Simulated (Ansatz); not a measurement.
**CdO under compression and expansion**

```cif
data_structure
_symmetry_space_group_name_H-M 'Fm-3m'
_symmetry_Int_Tables_number 225
_cell_length_a 4.6963
_cell_length_b 4.6963
_cell_length_c 4.6963
_cell_angle_alpha 90.000
_cell_angle_beta 90.000
_cell_angle_gamma 90.000
_cell_volume 103.58
loop_
_atom_site_label
_atom_site_type_symbol
_atom_site_symmetry_multiplicity
_atom_site_Wyckoff_symbol
_atom_site_fract_x
_atom_site_fract_y
_atom_site_fract_z
_atom_site_occupancy
Cd1 Cd 4 a 0.00000 0.00000 0.00000 1
O1 O 4 b 0.50000 0.00000 0.00000 1
```

The runs use the primitive cell with vectors (0.000, 2.348, 2.348), (2.348, 0.000, 2.348), (2.348, 2.348, 0.000) Å, to which the k mesh refers.

The cell is COD entry 9006671, as deposited and not checked against the literature; nothing was relaxed.

All numbers are computed: DFT, PBEsol, all-electron LAPW, scalar-relativistic (Ansatz 0.2.0); DFT, PBEsol, PAW with Ansatz's default frozen-core files, scalar-relativistic (Ansatz 0.2.0).

For LAPW: a Γ-centred 11×11×11 k mesh, Fermi–Dirac smearing of 0.02 eV, basis error target 0.5 meV/atom, no spin polarisation. PAW takes a cutoff of 420 eV at this cell (files made with PBE, cores remade for this functional). The Ansatz runs share mesh, smearing and spin set-up. Plane-wave (PAW) pressures include the program's estimate of the Pulay term.

The cell above is scaled evenly, with fractional coordinates and shape held.

```tsv
V/V(cell)	V (Å³/atom)	P, LAPW (GPa)	P, PAW (GPa)
0.9400	12.170	9.71	9.68
0.9600	12.429	5.89	5.86
0.9800	12.688	2.49	2.47
0.9900	12.818	0.93	0.91
1.0000	12.947	-0.54	-0.56
1.0100	13.077	-1.92	-1.94
1.0200	13.206	-3.23	-3.25
1.0400	13.465	-5.63	-5.64
1.0600	13.724	-7.76	-7.78
```

Problem. What do Birch–Murnaghan fits to the pressures give?

Solution. LAPW: V0 = 12.90 Å³/atom, B0 = 145 GPa, B0′ = 4.8; PAW: V0 = 12.90 Å³/atom, B0 = 145 GPa, B0′ = 4.8.

PAW's V0 lies -0.01 % from the all-electron value and its B0 0.0 %. Symmetry fixes shape and coordinates here, so this is the relaxed modulus.
